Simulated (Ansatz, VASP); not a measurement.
**Two plane-wave programs on SiO2**

```
Si O
1.0
     5.08909    0.00000    0.00000
    -2.54454    4.40728    0.00000
     0.00000    0.00000    5.45747
Si O
3 6
Direct
  0.00000 0.50000 0.33333
  0.50000 0.50000 0.66667
  0.50000 0.00000 0.00000
  0.58257 0.79128 0.83333
  0.79128 0.58257 0.50000
  0.79128 0.20872 0.16667
  0.41743 0.20872 0.83333
  0.20872 0.41743 0.50000
  0.20872 0.79128 0.16667
```

Change from the starting cell: biaxial strain in the a-b plane, c and atoms relaxed: +1.0 %.

Alike in both runs: functional LDA; k mesh 6 × 6 × 4; occupations gaussian, width 0.02 eV; no spin polarisation.

Ansatz relaxed the structure, and its values are those at the end. VASP's run is a single point on that final structure, the one shown.

```csv
,VASP,Ansatz
version,VASP 6.6.1,Ansatz 0.2.0
potentials or method,"VASP PAW LDA potentials, release 64 (Si, O)","scalar-relativistic, plane waves, PAW"
plane-wave cutoff (eV),520,420
valence electrons in the cell,48,48
```

Ansatz gave:

```
gap on the k mesh at the Fermi level (eV) : 5.47
least direct gap on the mesh (eV)         : 5.72
pressure (GPa)                            : -0.9
rms of the force components (eV/Å)        : 0.000
```

Problem. What did VASP give for the same quantities?

Solution. gap on the k mesh at the Fermi level (eV): 5.47; least direct gap on the mesh (eV): 5.72; pressure (GPa): -0.4; rms of the force components (eV/Å): 0.003.

A k mesh can miss the band edges.
